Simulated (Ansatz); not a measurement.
# CaO: energy against volume in PBE, exact exchange and the RPA

An exercise on one series of results from a longer session: the logs are not shown, and one member is left open.

Code: Ansatz 0.2.0. PBE orbitals, norm-conserving pseudopotentials, plane waves. No spin polarisation and no zero-point or thermal motion.

### The cell

The cell was relaxed beforehand with r2SCAN; volume changes: +0 %, -5 %, +5 %, -10 %, +10 %.

It is cubic, Fm-3m (No. 225); a = 4.795 Å in the conventional setting, 13.78 Å³ an atom. Near Ca stand 6 O at 2.40 Å; near O stand 6 Ca at 2.40 Å.

Structure file:

```
CELL_PARAMETERS angstrom
0.00000 2.39755 2.39755
2.39755 0.00000 2.39755
2.39755 2.39755 0.00000
ATOMIC_POSITIONS crystal
Ca 0.00000 0.00000 0.00000
O 0.50000 0.50000 0.50000
```

The first run:

input.yaml reads:

```yaml
crystal:
  lattice:
    - [0.0, 2.3975523202, 2.3975523202]
    - [2.3975523202, 0.0, 2.3975523202]
    - [2.3975523202, 2.3975523202, 0.0]
  atoms:
    - { symbol: Ca, position: [0.0, 0.0, 0.0] }
    - { symbol: O, position: [0.5, 0.5, 0.5] }
kpoints:
  mp_grid: { grid: [6, 6, 6] }
hamiltonian:
  xc: pbe
  pseudopotentials: { kind: nc }
scf:
  occupations: { method: fixed }
output:
  rpa_energy:
    ecut_chi_ladder: [196, 220, 243, 270, 297]
    long_wavelength: optical_limit
  write_density: true
  write_potential: true
  elf: true
  volumetric_format: npy
basis:
  ecutwfc: 1240.0
```

Among the steps run: The unscaled cell; Volume -5 %; Volume +5 %; Volume -10 %; Volume +10 %.

One of the session's tables, all rows but one given; the rest of the session is left out.

Energies in meV/atom from the unscaled cell:

| volume (Å³/atom) | PBE | exact exchange | EXX+RPA | RPA correlation |
| --- | --- | --- | --- | --- |
| 12.404 | 80.0 | 114.8 | 64.7 | -50.1 |
| 13.093 | ? | ? | ? | ? |
| 13.782 | 0.0 | 0.0 | 0.0 | 0.0 |
| 14.471 | 1.3 | -8.1 | 8.4 | 16.5 |
| 15.160 | 21.7 | 7.4 | 35.8 | 28.4 |

Q: Estimate the row for volume (Å³/atom) = 13.093 from the others.

Worked estimate for «PBE». A straight line through the neighbours (12.404, 80.0) and (13.782, 0.0) gives 80.0 + (0.0 − 80.0) × (13.093 − 12.404) / (13.782 − 12.404) = 40.0; a parabola fitted to 3 rows on both sides gives 26.2.

**Answer.** PBE: 23.7; exact exchange: 38.1; EXX+RPA: 18.3; RPA correlation: -19.8. In «PBE» the line misses by +16.3 and the parabola by +2.5.

Limits of these values: The curve is too rough to resolve B₀ and B₀′ of EXX+RPA; its minimum, near 13.9 Å³/atom, is a rough guide.
